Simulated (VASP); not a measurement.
Here is a VASP 6.6.1 calculation.

INCAR

```
ALGO = Fast
EDIFF = 1E-6
ENCUT = 520
GGA = PE
ISIF = 2
ISMEAR = 0
LASPH = True
LCHARG = False
LREAL = False
LWAVE = False
NBANDS = 16
NELM = 100
PREC = Accurate
SIGMA = 0.03
```

File KPOINTS:

```
k-points
0
Gamma
  12 12 12
```

The input POSCAR:

```
Si
1.0
   -3.0469726728      3.0469726728      2.2898274277
    3.0469726728     -3.0469726728      2.2898274277
    3.0469726728      3.0469726728     -2.2898274277
Si
4
Direct
    0.1788010600      0.1788010600      0.3576021200
    0.8211989400      0.8211989400      0.6423978800
    0.1788010600      0.8211989400      0.0000000000
    0.8211989400      0.1788010600      0.0000000000
```

Potentials or basis: VASP PAW PBE potentials, release 64 (Si).

The run is started by

```bash
$ cat potpaw_PBE.64/Si/POTCAR > POTCAR
$ mpirun -np 1 vasp_std > vasp.out
```

(1) Predict the largest force.

(2) Predict the pressure.

(3) Estimate the band gap on the k mesh.

Answers

(1) 3.640 eV/Å.

(2) 6.4 GPa.

(3) none (metal or under the smearing width).

Caveat: forces of over 1 eV/Å show positions far from the minimum, so gaps and moduli don't describe the material at rest.
